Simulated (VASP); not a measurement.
Input of a VASP 6.6.1 run:

POSCAR

```
BeTe
1.0
    0.0000000000      2.7700000000      2.7700000000
    2.7700000000      0.0000000000      2.7700000000
    2.7700000000      2.7700000000      0.0000000000
Te Be
1 1
Direct
    0.7500000000      0.7500000000      0.7500000000
    0.0000000000      0.0000000000      0.0000000000
```

INCAR.step1

```
ALGO = Normal
EDIFF = 1E-5
ENCUT = 600
GGA = PE
ISMEAR = -1
LASPH = True
LCHARG = False
LREAL = False
LWAVE = True
NELM = 80
PREC = Accurate
SIGMA = 0.05
```

INCAR.step2

```
AEXX = 0.25
ALGO = Normal
EDIFF = 1E-7
EDIFFG = -0.02
ENCUT = 600
GGA = PE
IBRION = 2
ISIF = 3
ISMEAR = -1
ISTART = 1
LASPH = True
LCHARG = False
LHFCALC = True
LREAL = False
LWAVE = False
NELM = 80
NSW = 40
PREC = Accurate
PRECFOCK = Normal
SIGMA = 0.05
```

File KPOINTS:

```
k-points
0
Gamma
  4 4 4
```

Potentials or basis: VASP PAW PBE potentials, release 64 (Te, Be).

Launch:

```sh
$ cat potpaw_PBE.64/Te/POTCAR potpaw_PBE.64/Be/POTCAR > POTCAR
$ cp INCAR.step1 INCAR
$ mpirun -np 1 vasp_std > vasp.out
$ cp INCAR.step2 INCAR
$ mpirun -np 1 vasp_std > vasp.out
```

Q: Predict the space group after relaxing (to 0.05 Å).

A: F-43m (No. 216).

Q: What does it give for the band gap on the k mesh?

A: 3.37 eV, indirect (least direct gap 5.22 eV).

Q: Estimate the relaxed volume.

A: 22.39 Å³/atom.

Q: What does it give for the relaxed cell?

A: a = 3.986 Å, b = 3.986 Å, c = 3.986 Å, α = 60.00°, β = 60.00°, γ = 60.00°.

Final structure:
```cif
data_structure
_symmetry_space_group_name_H-M 'P 1'
_symmetry_Int_Tables_number 1
_cell_length_a 3.9859
_cell_length_b 3.9859
_cell_length_c 3.9859
_cell_angle_alpha 60.000
_cell_angle_beta 60.000
_cell_angle_gamma 60.000
_cell_volume 44.78
loop_
_atom_site_label
_atom_site_type_symbol
_atom_site_fract_x
_atom_site_fract_y
_atom_site_fract_z
_atom_site_occupancy
Te1 Te 0.75000 0.75000 0.75000 1
Be1 Be 0.00000 0.00000 0.00000 1
```

Caveat: the k mesh is coarse (spacing up to 0.49 Å⁻¹), so the values aren't converged, least of all with exact exchange; the PAW data sets were made with another functional, which shifts forces and pressure a little; spin-orbit coupling is left out, which moves the levels of the heavy elements. Zero-point motion and thermal expansion aren't in these numbers.
